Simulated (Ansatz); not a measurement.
## RbCl in the rocksalt structure

Method: PBEsol, scalar-relativistic; no spin polarisation; PAW, 420 eV, 8×8×8 k-mesh, Gaussian smearing of 0.05 eV; code Ansatz. The datasets are Ansatz's generated set soft_2.

```
CELL_PARAMETERS angstrom
0.00000 3.27155 3.27155
3.27155 0.00000 3.27155
3.27155 3.27155 0.00000
ATOMIC_POSITIONS crystal
Rb 0.50000 0.50000 0.50000
Cl 0.00000 0.00000 0.00000
```

The start was a prototype's sites filled with these elements; the Crystallography Open Database holds the compound in this structure.

The cell has space group Fm-3m (read at 0.01 Å). In it the stress is 0.00, 0.00, 0.00, 0.00, 0.00, 0.00 GPa and the largest force component 0.000 eV/Å. Each change below starts from this cell, without further relaxation. Stress is in GPa, positive in compression, in the order xx, yy, zz, yz, xz, xy; energies are counted from the cell above.

Question: What happens when atom 2 (Cl) is moved by 0.05 Å along x?

Answer: The energy changes by 1.5 meV per cell, and the force on it along the shift is -0.059 eV/Å (−F/u = 1.18 eV/Å²). Stress: 0.05, 0.00, 0.00, 0.00, 0.00, 0.00.
```tsv
atom	Fx (eV/Å)	Fy	Fz
Rb1	0.059	0.000	0.000
Cl2	-0.059	0.000	0.000
```
In a harmonic crystal the energy would rise by −½F·u = ½ × 1.18 × 0.05² eV = 1.5 meV, which matches.

Question: A single strain component, atoms carried along, gave the stress 0.00, 0.00, 0.00, 0.00, 0.00, -0.05. Which component, and about how large?

Answer: An engineering strain of 1 % in xy; the energy changes by 0.1 meV per cell.

